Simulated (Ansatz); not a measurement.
Runs of Ansatz 0.2.0 on Be. The structure is cubic, space group Fm-3m (No. 225). Conventional cell: a = 3.158 Å, b = 3.158 Å, c = 3.158 Å, α = 90.00°, β = 90.00°, γ = 90.00°. Around Be (site symmetry m-3m) lie 12 Be at 2.23 Å. The cell was built by a generator and needn't be a form met in nature.

| task | level | cell | cutoff (eV) | points for each segment of the path | gap on the mesh (eV) | pressure (GPa) |
| --- | --- | --- | --- | --- | --- | --- |
| band structure | LDA | as given | 420 | 14 | none | (b) |
| band structure | r2SCAN | as given | 500 | 14 | none | 0.0 |
| band structure | PBEsol | as given | 420 | 14 | none | -1.3 |
| relaxation of cell and atoms | revPBE+D3(BJ) | relaxed | 420 | - | none | 0.0 |
| band structure | RPBE | as given | 420 | 14 | none | 3.1 |
| band structure | BLYP | as given | 420 | 14 | none | 0.1 |
| band structure | PBE | as given | 420 | 14 | none | -0.2 |
| band structure | revPBE | as given | 420 | 14 | none | (a) |

Alike in all rows: potentials or basis Ansatz PAW; no spin polarisation; k mesh 14 × 14 × 14; smearing fermi-dirac 0.05 eV.

**Question.** Fill in the values left out.

**Answer.** (a) 2.6; (b) -6.0.

Caveats: the PAW data sets come from PBE, with cores solved anew for the run's functional, which leaves a small shift of forces and pressure (some runs); the potentials were made for another functional, which shifts forces and pressure (some runs); the plane-wave basis is chosen anew once the cell has moved, so the energies of steps on either side of that aren't comparable (some runs); pairwise dispersion overbinds metals, which lowers pressure and volume (some runs).

A k mesh can miss the band edges.

A gap of «none» marks a metal or a gap under the smearing width.

Not every run made on this cell is shown here.
